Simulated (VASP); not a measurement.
# Sb (Im-3m) in VASP: electric field gradients with r2SCAN

Aim: the electric field gradients of Sb with r2SCAN.

Everything below comes from runs of VASP 6.6.1. Logs are shortened: lines on timing, memory, paths and dates and some standing lists are left out, and cuts for length are marked.

## Step 1: The undisturbed crystal

Symmetry: Im-3m, No. 229, cubic system. The conventional cell has a = 3.743 Å, b = 3.743 Å, c = 3.743 Å, α = 90.00°, β = 90.00°, γ = 90.00°. Sb (site symmetry m-3m) has 8 Sb at 3.24 Å as nearest neighbours.

This isn't the form of Sb at room conditions, which is rhombohedral.

## Step 2: Electric field gradients, r2SCAN (volume scaled by 1.05)

Input file POSCAR:

```
Sb
1.0
   -1.9020240592      1.9020240592      1.9020240592
    1.9020240592     -1.9020240592      1.9020240592
    1.9020240592      1.9020240592     -1.9020240592
Sb
1
Direct
    0.0000000000      0.0000000000      0.0000000000
```

Input file INCAR.step1:

```
ALGO = Normal
EDIFF = 1E-4
ENCUT = 520
GGA = PE
ISMEAR = -1
LASPH = True
LCHARG = False
LREAL = False
LWAVE = True
NBANDS = 8
NELM = 80
PREC = Accurate
SIGMA = 0.08
```

Input file INCAR.step2:

```
ALGO = Normal
EDIFF = 1E-8
ENCUT = 520
ISIF = 2
ISMEAR = -1
ISTART = 1
LASPH = True
LCHARG = False
LEFG = True
LMIXTAU = True
LREAL = False
LWAVE = False
METAGGA = R2SCAN
NBANDS = 8
NELM = 80
PREC = Accurate
SIGMA = 0.08
```

Input file KPOINTS:

```
k-points
0
Gamma
  12 12 12
```

Potentials or basis: VASP PAW PBE potentials, release 64 (Sb).

Command:

```
$ cat potpaw_PBE.64/Sb/POTCAR > POTCAR
$ cp INCAR.step1 INCAR
$ mpirun -np 1 vasp_std > vasp.out
$ cp INCAR.step2 INCAR
$ mpirun -np 1 vasp_std > vasp.out
```

OUTCAR:

```text
EDIFF = 1E-8
   ENCUT = 520
   ISIF = 2
   ISMEAR = -1
   ISTART = 1
   LASPH = True
   LREAL = False
   METAGGA = R2SCAN
   NELM = 80
   PREC = Accurate

 ion  position               nearest neighbor table
   1  0.000  0.000  0.000-

  LATTYP: Found a body centered cubic cell.
 ALAT       =     3.8040481184

  Lattice vectors:

 A1 = (  -1.9020240592,   1.9020240592,   1.9020240592)
 A2 = (   1.9020240592,  -1.9020240592,   1.9020240592)
 A3 = (   1.9020240592,   1.9020240592,  -1.9020240592)

Analysis of symmetry for initial positions (statically):
=====================================================================
 Subroutine PRICEL returns:
 Original cell was already a primitive cell.

 Routine SETGRP: Setting up the symmetry group for a
 body centered cubic supercell.

 Subroutine GETGRP returns: Found 48 space group operations
 (whereof 48 operations were pure point group operations)
 out of a pool of 48 trial point group operations.

The static configuration has the point symmetry O_h .

Analysis of symmetry for dynamics (positions and initial velocities):
=====================================================================
 Subroutine PRICEL returns:
 Original cell was already a primitive cell.

 Routine SETGRP: Setting up the symmetry group for a
 body centered cubic supercell.

 Subroutine GETGRP returns: Found 48 space group operations
 (whereof 48 operations were pure point group operations)
 out of a pool of 48 trial point group operations.

The dynamic configuration has the point symmetry O_h .

 Subroutine INISYM returns: Found 48 space group operations
 (whereof 48 operations are pure point group operations),
 and found     1 'primitive' translations

----------------------------------------------------------------------------------------

                                     Primitive cell

  volume of cell :      27.5238

  direct lattice vectors                    reciprocal lattice vectors
    -1.902024059  1.902024059  1.902024059     0.000000000  0.262877852  0.262877852
     1.902024059 -1.902024059  1.902024059     0.262877852  0.000000000  0.262877852
     1.902024059  1.902024059 -1.902024059     0.262877852  0.262877852  0.000000000

  length of vectors
     3.294402308  3.294402308  3.294402308     0.371765424  0.371765424  0.371765424

  position of ions in fractional coordinates (direct lattice)
     0.000000000  0.000000000  0.000000000

  ion indices of the primitive-cell ions
   primitive index   ion index
                 1           1

----------------------------------------------------------------------------------------

 KPOINTS: k-points

Automatic generation of k-mesh.
 Grid dimensions read from file:
 generate k-points for:   12   12   12

 Generating k-lattice:

  Cartesian coordinates                     Fractional coordinates (reciprocal lattice)
     0.000000000  0.021906488  0.021906488     0.083333333  0.000000000  0.000000000
     0.021906488  0.000000000  0.021906488     0.000000000  0.083333333  0.000000000
     0.021906488  0.021906488  0.000000000     0.000000000  0.000000000  0.083333333

  Length of vectors
     0.030980452  0.030980452  0.030980452

  Shift w.r.t. Gamma in fractional coordinates (k-lattice)
     0.000000000  0.000000000  0.000000000

 Subroutine IBZKPT returns following result:
 ===========================================

 Found     72 irreducible k-points:

 Following reciprocal coordinates:
            Coordinates               Weight
  0.000000  0.000000  0.000000      1.000000
  0.083333  0.000000  0.000000     12.000000
  0.166667  0.000000  0.000000     12.000000
  0.250000  0.000000  0.000000     12.000000
  0.333333  0.000000  0.000000     12.000000
  0.416667  0.000000  0.000000     12.000000
[... 16 lines left out ...]
  0.333333  0.083333  0.083333     24.000000
  0.416667  0.083333  0.083333     12.000000
 [... further k-points ...]
   k-points           NKPTS =     72   k-points in BZ     NKDIM =     72   number of bands    NBANDS=      8
   number of dos      NEDOS =    301   number of ions     NIONS =      1
   total plane-waves  NPLWV =  21952
   dimension x,y,z NGX =    28 NGY =   28 NGZ =   28
   dimension x,y,z NGXF=    56 NGYF=   56 NGZF=   56
   ions per type =               1
   NGX,Y,Z   is equivalent  to a cutoff of  14.13, 14.13, 14.13 a.u.
   NGXF,Y,Z  is equivalent  to a cutoff of  28.26, 28.26, 28.26 a.u.
 SYSTEM =  unknown system
   PREC   = accura    normal or accurate (medium, high low for compatibility)
   ISTART =      1    job   : 0-new  1-cont  2-samecut
   ICHARG =      0    charge: 1-file 2-atom 10-const
   ISPIN  =      1    spin polarized calculation?
   LNONCOLLINEAR =      F non collinear calculations
   LSORBIT =      F    spin-orbit coupling
   LASPH  =      T    aspherical Exc in radial PAW
   ENCUT  =  520.0 eV  38.22 Ry    6.18 a.u.   6.13  6.13  6.13*2*pi/ulx,y,z
   NELM   =     80;   NELMIN=  2; NELMDL=  0     # of ELM steps
   EDIFF  = 0.1E-07   stopping-criterion for ELM
   LREAL  =      F    real-space projection
   EDIFFG = 0.1E-06   stopping-criterion for IOM
   NSW    =      0    number of steps for IOM
   IBRION =     -1    ionic relax: 0-MD 1-quasi-New 2-CG
   NFREE  =      0    steps in history (QN), initial steepest desc. (CG)
   ISIF   =      2    stress and relaxation
   ISYM   =      2    0-nonsym 1-usesym 2-fastsym
   POTIM  = 0.5000    time-step for ionic-motion
   TEBEG  =    0.0;   TEEND  =   0.0 temperature during run
   PSTRESS=    0.0 pullay stress
   NELECT =       5.0000    total number of electrons
   NUPDOWN=      -1.0000    fix difference up-down
   EMIN   =  10.00;   EMAX   =-10.00  energy-range for DOS
   EFERMI =   0.00;   METHOD = LEGACY
   ISMEAR =    -1;   SIGMA  =   0.08  broadening in eV -4-tet -1-fermi 0-gaus
   EFERMI_NEDOS =   21; number of points for ismear=-14 and -15
   IALGO  =     38    algorithm
   IMIX   =      4    mixing-type and parameters
     AMIX     =   0.40;   BMIX     =  1.00
     AMIX_MAG =   1.60;   BMIX_MAG =  1.00
  volume/ion in A,a.u.               =      27.52       185.74
  Fermi-wavevector in a.u.,A,eV,Ry     =   0.927176  1.752109 11.696320  0.859655
  Thomas-Fermi vector in A             =   2.053218
   LORBIT       =      0    0 simple, 1 ext, 2 COOP (PROOUT), +10 PAW based schemes
   METAGGA = R2SCAN    functional components
   LHFCALC =     F    Hartree Fock is set to
   AEXX    =    0.0000 exact exchange contribution
   IVDW    =     0    specifies the selected vdW correction
   LEPSILON=     F    determine dielectric tensor
   LRPA    =     F    only Hartree local field effects (RPA)
 non-spin polarized calculation
  energy-cutoff  :      520.00
  volume of cell :       27.52
 maximum number of plane-waves:       767
 NGX is ok and might be reduce to    28

 number of electron       5.0000000 magnetization

 Free energy of the ion-electron system (eV)
  ---------------------------------------------------
  ext. energy  EPLUGINS =         0.00000000
  ---------------------------------------------------
  free energy    TOTEN  =       -25.36094843 eV

  energy without entropy =      -25.34950166  energy(sigma->0) =      -25.35522505

 E-fermi :   8.1038     XC(G=0): -10.6722

 val. band max:        8.0758841293   @ k =  -0.4167   0.5000   0.0833
 cond. band min:       8.1486133819   @ k =  -0.2500   0.2500   0.2500
 fundamental gap:      0.0727292526
 Fermi energy:         8.1037782245

 k-point     1 :       0.0000    0.0000    0.0000
  band No.  band energies     occupation
      1      -5.1821      2.00000
      2      13.6940      0.00000
      3      13.6940      0.00000
      4      13.6940      0.00000
      5      18.9703      0.00000
      6      18.9703      0.00000
      7      18.9703      0.00000
      8      20.7436      0.00000

 k-point     2 :       0.0833    0.0000    0.0000
  band No.  band energies     occupation
      1      -5.0315      2.00000
      2      12.5862      0.00000
      3      13.2063      0.00000
      4      13.5819      0.00000
      5      18.2397      0.00000
      6      18.3415      0.00000
      7      19.6318      0.00000
      8      20.1097      0.00000
[... 221 lines left out ...]
 k-point    23 :       0.3333    0.0833    0.0833
  band No.  band energies     occupation
      1      -1.4676      2.00000
      2       3.5992      2.00000
      3       8.4203      0.03756
      4      10.2000      0.00000
      5      17.2522      0.00000
      6      17.6721      0.00000
      7      22.2834      0.00000
      8      23.0147      0.00000

 k-point    24 :       0.4167    0.0833    0.0833
  band No.  band energies     occupation
      1      -0.8192      2.00000
      2       2.6910      2.00000
      3       8.2167      0.39185
      4      10.0769      0.00000
      5      17.1417      0.00000
      6      17.6071      0.00000
      7      23.1795      0.00000
      8      23.8955      0.00000

 [... further k-points ...]
[... 5 lines left out ...]
  --------------------------------------------------------------------------------------
  -------------------------------------------------------------------------------------
  Total       -0.2300731     -0.2300731     -0.2300731      0.0000000      0.0000000      0.0000000
  in kB      -13.3927102    -13.3927102    -13.3927102      0.0000000      0.0000000      0.0000000
  external PRESSURE =     -13.3927102 kB  Pullay stress =       0.0000000 kB

 VOLUME and BASIS-vectors are now :
 -----------------------------------------------------------------------------
  energy-cutoff  :      520.00
  volume of cell :       27.52
      direct lattice vectors                 reciprocal lattice vectors
    -1.902024059  1.902024059  1.902024059     0.000000000  0.262877852  0.262877852
     1.902024059 -1.902024059  1.902024059     0.262877852  0.000000000  0.262877852
     1.902024059  1.902024059 -1.902024059     0.262877852  0.262877852  0.000000000

 POSITION                                       TOTAL-FORCE (eV/Angst)
 -----------------------------------------------------------------------------------
      0.00000      0.00000      0.00000         0.000000      0.000000     -0.000000
 -----------------------------------------------------------------------------------
    total drift:                                0.000000      0.000000     -0.000000

  FREE ENERGIE OF THE ION-ELECTRON SYSTEM (eV)
  ---------------------------------------------------
  free  energy   TOTEN  =       -25.3609484285 eV

  energy  without entropy=      -25.3495016626  energy(sigma->0) =      -25.35522505

 Electric field gradients (V/A^2)
---------------------------------------------------------------------
 ion       V_xx      V_yy      V_zz      V_xy      V_xz      V_yz
---------------------------------------------------------------------
   1       0.000     0.000    -0.000     0.000     0.000     0.000
---------------------------------------------------------------------

 Electric field gradients after diagonalization (V/A^2)
 (convention: |V_zz| > |V_xx| > |V_yy|)
----------------------------------------------------------------------
 ion       V_xx      V_yy      V_zz     asymmetry (V_yy - V_xx)/ V_zz
----------------------------------------------------------------------
   1      -0.000    -0.000     0.000       0.000
----------------------------------------------------------------------

           NMR quadrupolar parameters

 Cq : quadrupolar parameter    Cq=e*Q*V_zz/h
 eta: asymmetry parameters     (V_yy - V_xx)/ V_zz
 Q  : nuclear electric quadrupole moment in mb (millibarn)
----------------------------------------------------------------------
 ion       Cq(MHz)       eta       Q (mb)
----------------------------------------------------------------------
   1       0.000       0.000       1.000
----------------------------------------------------------------------
```

It took 62 s on 1 thread of Intel Xeon Platinum 8488C (Sapphire Rapids), shared host; peak memory 0.16 GiB.

Results:

```
Free energy            : -25.3609 eV
Pressure               : -1.3 GPa
Band gap on the k mesh : none (metal or under the smearing width)
```

Levels at points of the mesh, in eV from the Fermi level:
```tsv
k point	band 1	band 2	band 3	band 4	band 5	band 6	band 7
(0.00, 0.00, 0.00)	-13.29	5.59	5.59	5.59	10.87	10.87	10.87
(0.50, 0.00, 0.00)	-9.12	-5.74	1.63	3.95	6.93	7.23	14.61
(0.50, 0.50, 0.50)	-5.73	-2.16	-2.16	-2.16	3.42	3.42	18.22
```

Electric field gradients, principal values (V/Å²):
```csv
atom,Vxx,Vyy,Vzz
1 Sb,0.000,0.000,0.000
```

Caveat: the PAW data sets were made with another functional, which shifts forces and pressure a little.
